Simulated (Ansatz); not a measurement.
# Spin–orbit splittings in NbC

```
CELL_PARAMETERS angstrom
0.00000 2.20000 2.20000
2.20000 0.00000 2.20000
2.20000 2.20000 0.00000
ATOMIC_POSITIONS crystal
Nb 0.00000 0.00000 0.00000
C 0.50000 0.50000 0.50000
```

Atom numbers follow the list: Nb1, C2.

The geometry is COD entry 1011323, unchecked; take it as a test cell. It is an old determination, and later ones may differ.

Spin polarisation is left out, and whether a magnetic state lies lower isn't shown here.

All numbers are computed: DFT, PBE, all-electron LAPW, scalar-relativistic (Ansatz 0.2.0); DFT, PBE, all-electron LAPW, Dirac equation with spin-orbit coupling (Ansatz 0.2.0).

The runs use a Γ-centred 14×14×14 k mesh, Fermi–Dirac smearing of 0.05 eV, basis error target 1 meV/atom, no spin polarisation.

Levels between -4 and 3 eV, each run counted from its own valence-band top where it has a gap, else its Fermi level. Scalar levels are listed once for both spins; with the coupling every spinor state is counted. Levels near the edges of the range can cross them.

(1) At Γ (0.000, 0.000, 0.000) the scalar-relativistic levels are -1.46 (×3), -0.34 (×3), 0.33 (×2). What are they with spin–orbit coupling?

(2) At L (0.500, 0.500, 0.500) the scalar-relativistic levels are 2.25 (×2). What are they with spin–orbit coupling?

## Answers

(1) -1.49 (×4), -1.40 (×2), -0.40 (×2), -0.32 (×4), 0.33 (×4).

(2) 2.24 (×4).
